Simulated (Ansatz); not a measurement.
A trial form of Ag

Computed with DFT PBE, scalar-relativistic, plane waves, PAW (Ansatz 0.2.0). Cutoff 420 eV, Gaussian smearing, Γ-centred meshes. Cell and atoms relax first on a coarse mesh and then on a finer one. In between, the cell is made exact in the group found at 0.06 Å. In metals the finer mesh still leaves noise of several meV/atom or more. The steps can't lower the symmetry of their start. No spin polarisation.

The cell of Ag is invented: random cell by space group and Wyckoff sites (P4/mmm, No. 123). Lengths were set from tabulated atomic sizes, so they are only a guess.

```cif
data_structure
_symmetry_space_group_name_H-M 'P4/mmm'
_symmetry_Int_Tables_number 123
_cell_length_a 2.1632
_cell_length_b 2.1632
_cell_length_c 4.5477
_cell_angle_alpha 90.000
_cell_angle_beta 90.000
_cell_angle_gamma 90.000
_cell_volume 21.28
loop_
_atom_site_label
_atom_site_type_symbol
_atom_site_symmetry_multiplicity
_atom_site_Wyckoff_symbol
_atom_site_fract_x
_atom_site_fract_y
_atom_site_fract_z
_atom_site_occupancy
Ag1 Ag 2 h 0.50000 0.50000 0.24398 1
```

Energies count from the standard state of Ag at the same level.

Task: Where does the relaxation end?

Result: The symmetry goes from P4/mmm (No. 123) to Pm-3m (No. 221), and the primitive cell from 2 to 1 atom. The end has the simple cubic type. The volume per atom grows by 95.5 %, from 10.6 to 20.8 Å³. The shortest distance goes from 2.16 Å (Ag–Ag) to 2.75 Å (Ag–Ag). The energy falls by about 4.7 eV/atom (the start's value is from the coarse mesh). The end is written in a standard setting, so origin, axes and order of atoms can differ from the start's. Conventional cell: a = 2.750 Å. Ag is surrounded by 6 Ag at 2.75 Å.

```cif
data_structure
_symmetry_space_group_name_H-M 'Pm-3m'
_symmetry_Int_Tables_number 221
_cell_length_a 2.7500
_cell_length_b 2.7500
_cell_length_c 2.7500
_cell_angle_alpha 90.000
_cell_angle_beta 90.000
_cell_angle_gamma 90.000
_cell_volume 20.80
loop_
_atom_site_label
_atom_site_type_symbol
_atom_site_symmetry_multiplicity
_atom_site_Wyckoff_symbol
_atom_site_fract_x
_atom_site_fract_y
_atom_site_fract_z
_atom_site_occupancy
Ag1 Ag 1 b 0.50000 0.50000 0.50000 1
```

Task: Give its energy and gap.

Result: The energy over the standard state is +0.33 eV/atom and the gap on the 20×20×20 mesh of the 1-atom cell is 0 eV (a metal).

So it is a metastable form at best.

The last run used Gaussian smearing of 0.10 eV. Symmetry constrained the relaxation, so the result can be a saddle point. In all, the 3 runs took 82 s on 1 thread of Intel(R) Xeon(R) Processor @ 2.50GHz (Skylake/Cascade Lake), on a shared host.
